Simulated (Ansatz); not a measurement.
Input and command of a plane-wave DFT calculation in Ansatz:

```yaml
crystal:
  lattice:
    - [-1.65128, 1.65128, -1.65128]
    - [-1.65128, -1.65128, 1.65128]
    - [-1.321024, 6.60512, 6.60512]
  atoms:
    - { symbol: Ta, position: [-0.35, -0.35, 0.875] }
    - { symbol: Ta, position: [0.45, 0.45, 0.125] }
    - { symbol: Ta, position: [-0.15, -0.15, 0.375] }
    - { symbol: Ta, position: [0.25, 0.25, 0.625] }
basis:
  ecutwfc: 420
kpoints:
  mp_grid: { grid: [17, 17, 5] }
hamiltonian:
  xc: pbe
scf:
  occupations: { method: gaussian, width: 0.15 }
output:
  forces: true
  stress: true
  eigenvalues: true
```

```bash
ansatz run input.yaml --threads 2 --pin off --max-ram 5120MiB --backend cpu --events-out ev --progress --plain --runs-dir out
```

Processor: Intel(R) Xeon(R) Platinum 8259CL CPU @ 2.50GHz (Skylake/Cascade Lake), 2 threads, on a host shared with other jobs.

How long does it run, and how much memory does it take?

About 18 s on 2 threads of Intel(R) Xeon(R) Platinum 8259CL CPU @ 2.50GHz (Skylake/Cascade Lake), on a shared host, peak memory 0.83 GiB. It solves 32 bands at 387 k points (the mesh reduced by the symmetry that the task leaves, which can be less than the crystal's) with about 1411 plane waves, in 6 SCF iterations.
